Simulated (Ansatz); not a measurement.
Runs of Ansatz 0.2.0 on CoPtO2. It takes space group R-3m (No. 166, trigonal). Conventional cell: a = 2.825 Å, b = 2.825 Å, c = 17.818 Å, α = 90.00°, β = 90.00°, γ = 120.00°. Around Pt (site symmetry -3m) lie 2 O at 2.00 Å. Co (site symmetry -3m) has 6 O at 1.90 Å as nearest neighbours. Around O (site symmetry 3m) lie 3 Co at 1.90 Å and 1 Pt at 2.00 Å. The cell is a database's computed one.

| spin | fixed moment (μB) | pressure (GPa) | moment (μB) | largest force (eV/Å) |
| --- | --- | --- | --- | --- |
| collinear, ferromagnetic start | 1.5 | 14.3 | 1.50 | 0.70 |
| collinear, ferromagnetic start | 1.0 | 11.2 | 1.00 | 0.32 |
| collinear, ferromagnetic start | 2.0 | (b) | 2.00 | 1.21 |
| collinear, program default start | 0.0 | 6.6 | 0.00 | 0.06 |
| collinear, ferromagnetic start | 0.5 | 8.3 | 0.50 | 0.07 |
| collinear, ferromagnetic start | 4.0 | 29.3 | 4.00 | 2.92 |
| collinear, ferromagnetic start | 2.5 | 20.7 | 2.50 | (a) |
| collinear, ferromagnetic start | 3.0 | 23.6 | 3.00 | (c) |

Alike in all rows: task single point; level PBE; potentials or basis Ansatz PAW; cell as given; k mesh 9 × 9 × 9; cutoff (eV) 420; smearing fermi-dirac 0.05 eV.

Problem. Estimate the missing entries.

Solution. (a) 1.75; (b) 17.6; (c) 2.28.

Caveats: the total moment is fixed, so each spin has its own Fermi level; the thresholds are loose for stress; a cell with one magnetic atom can't hold antiferromagnetic order, which such compounds often take (some runs); forces of over 1 eV/Å show positions far from the minimum, so gaps and moduli don't describe the material at rest (some runs); a pressure of tens of GPa on the cell as given is suspect, and the run, the potentials or the cell itself is likely at fault (some runs).
